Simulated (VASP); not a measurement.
Input of a VASP 6.6.1 run:

Contents of POSCAR:

```
MgO
1.0
    2.9380209034      0.0000000000      0.0000000000
   -1.4690104517      2.5444007392      0.0000000000
    0.0000000000      0.0000000000      2.6796800000
Mg O
1 1
Direct
    0.0000000000      0.0000000000      0.0000000000
    0.3333333333      0.6666666667      0.5000000000
```

Contents of INCAR.step1:

```
SYSTEM = MgO
  ALGO = Normal
  EDIFF = 1E-5
  ENCUT = 600
  GGA = PE
  ISMEAR = 0
  LASPH = .True.
  LCHARG = .False.
  LREAL = .False.
  LWAVE = .True.
  NELM = 60
  PREC = Accurate
  SIGMA = 0.05
```

INCAR.step2

```
SYSTEM = MgO
  AEXX = 0.5
  ALGO = Normal
  EDIFF = 1E-6
  EDIFFG = -0.01
  ENCUT = 600
  HFRCUT = -1
  IBRION = 2
  ISIF = 3
  ISMEAR = 0
  ISTART = 1
  LASPH = .True.
  LCHARG = .False.
  LHFCALC = .True.
  LMIXTAU = .True.
  LREAL = .False.
  LWAVE = .False.
  METAGGA = R2SCAN
  NELM = 60
  NSW = 60
  PREC = Accurate
  PRECFOCK = Fast
  SIGMA = 0.05
```

The input KPOINTS:

```
k-points
0
Gamma
  5 5 5
  0 0 0
```

Potentials or basis: VASP PAW PBE potentials, release 64 (Mg, O).

The run is started by

```sh
$ cat potpaw_PBE.64/Mg/POTCAR potpaw_PBE.64/O/POTCAR > POTCAR
$ cp INCAR.step1 INCAR
$ mpirun -np 1 vasp_std > vasp.out
$ cp INCAR.step2 INCAR
$ mpirun -np 1 vasp_std > vasp.out
```

Problem. What does it give for the relaxed cell?

Solution. a = 2.858 Å, b = 2.858 Å, c = 2.609 Å, α = 90.00°, β = 90.00°, γ = 120.00°.

Problem. What does it give for the space group after relaxing (to 0.05 Å)?

Solution. P-6m2 (No. 187).

Problem. Estimate the band gap on the k mesh.

Solution. 8.79 eV, indirect (least direct gap 9.26 eV).

Stress tensor (GPa, compression positive):
```
 0.06  0.00  0.00
 0.00  0.06  0.00
 0.00  0.00 -0.04
```

Caveat: the k mesh is coarse (spacing up to 0.49 Å⁻¹), so the values aren't converged, least of all with exact exchange; the PAW data sets were made with another functional, which shifts forces and pressure a little; an odd mesh through Γ misses points on the zone boundary, where band edges often lie.
